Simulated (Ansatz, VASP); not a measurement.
**V in VASP and in Ansatz**

```xyz
2
Lattice="-1.8523 1.8523 1.0606 1.8523 -1.8523 1.0606 1.8523 1.8523 -1.0606" Properties=species:S:1:pos:R:3 pbc="T T T"
V     0.0000   -0.9262   -0.2652
V     0.0000    0.9262    0.2652
```

Change from the starting cell: volume scaled by 0.52, PAW files.

Alike in both runs: task single point; functional PBE; k mesh 17 × 17 × 17; occupations fermi-dirac, width 0.05 eV; no spin polarisation.

|  | VASP | Ansatz |
| --- | --- | --- |
| version | VASP 6.6.1 | Ansatz 0.2.0 |
| potentials or method | VASP PAW PBE potentials, release 64 (V_sv) | PAW with Ansatz's default frozen-core files, scalar-relativistic |
| plane-wave cutoff (eV) | 520 | 420 |
| valence electrons in the cell | 26 | 26 |

|  | VASP | Ansatz | Ansatz less VASP |
| --- | --- | --- | --- |
| pressure (GPa) | 369.9 | 344.7 | -25.27 |
| largest component of the traceless stress (GPa) | 11.67 | 0.06 | -11.620 |

Caveats: the cell as given lies far from equilibrium; so large a pressure means that the cell lies far from this level's equilibrium, or that cutoff or potentials fall short (VASP).
